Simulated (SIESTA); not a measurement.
**Ti under changes of volume**

One of the cells (17.636 Å³/atom); the others are scaled copies at fixed shape and fractional positions:

```
Ti
1.0
     2.95000    0.00000    0.00000
    -1.47500    2.55477    0.00000
     0.00000    0.00000    4.68000
Ti
2
Direct
  0.66667 0.33333 0.75000
  0.33333 0.66667 0.25000
```

- Program: SIESTA 5.4.2
- Functional: LDA
- Potentials or basis: PseudoDojo 0.4 standard (LDA files)
- Basis: DZP (energy shift 0.003 Ry; two zetas on semicore shells)
- Grid cutoff: 800 Ry
- Energy shift: 0.003 Ry
- k mesh: 10 × 10 × 6
- Occupations: fermi-dirac, width 0.05 eV
- Spin: no spin polarisation

| volume (Å³/atom) | energy over the lowest point (meV/atom) | pressure (GPa) |
| --- | --- | --- |
| 16.577 | 0.00 | -3.0 |
| 16.930 | 9.48 | -5.4 |
| 17.283 | 23.89 | -7.5 |
| 17.636 | 42.84 | -9.5 |
| 17.988 | ? | ? |
| 18.341 | 92.74 | -12.9 |
| 18.694 | 122.98 | -14.4 |

Q: What does the run at 17.988 Å³/atom give?

A: Energy over the lowest point 65.91 meV/atom; pressure -11.4 GPa.

Worked out: A Birch-Murnaghan fit of order 3 (a polynomial in V^(-2/3)) to the other rows has its minimum at 16.16 Å³/atom, just outside them, with B0 = V·E''(V) = 127 GPa and B' = 3.3 at fixed shape and positions, which overstates the stiffness. It gives 65.88 meV/atom at 17.988 Å³/atom, against the run's 65.91, and -dE/dV = -11.4 GPa, against -11.4.

Energies are extrapolated to zero smearing.

Caveats: the basis of atomic orbitals isn't converged, which shifts pressures, moduli and gaps.
